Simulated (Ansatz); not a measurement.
ZnS in the NiAs-type structure, 4 atoms and 36 valence electrons in a cell of about 66 Å³, was run 16 times in Ansatz 0.2.0, each time on 2 threads of Arm Neoverse N1, on a shared host.

```
                   run   k mesh  irreducible k  cutoff (eV)  plane waves  bands  SCF iterations  wall time  peak host memory (GiB)
       relaxation, PBE  12×12×4             57          420         1303     22              48       28 s                    0.38
    relaxation, r2SCAN  12×12×4             57          500         1713     22              29       46 s                    0.54
            bands, PBE  12×12×4             57          420         1285     23               6      7.9 s                    0.37
  single point, r2SCAN  12×12×4             57          500         1713     23               7       16 s                    0.52
   single point, HSE06    6×6×4             21          420         1285     23              14    2.8 min                     1.5
    single point, PBE0    6×6×4             21          420         1285     23              16    2.9 min                     1.5
     single point, LDA  12×12×4             57          420         1285     23               7      5.7 s                    0.35
    relaxation, PBEsol  12×12×4             57          420         1237     22              27       19 s                    0.38
     Γ phonons, PBEsol    9×9×4             95          420         1237     22              14    4.7 min                     1.3
field response, r2SCAN    6×6×4             47          500         1713     22              13    5.1 min                     1.2
   field response, PBE    6×6×4             47          420         1285     22              14    3.1 min                     1.1
single point, DDH-PBE0    6×6×4             21          420         1285     23              14    5.8 min                     1.6
       relaxation, LDA  12×12×4             57          420         1213     22              28       19 s                    0.37
     relaxation, HSE06    6×6×4             21          420         1291     22              52    3.5 min                     1.5
 single point, r2SCANh    6×6×4             21          500         1713     23              13    4.4 min                     1.7
 single point, r2SCAN0    6×6×4             21          500         1713     23              16    4.5 min                     1.7
```

The slowest run (single point, DDH-PBE0) took about 60 times as long as the quickest (single point, LDA).
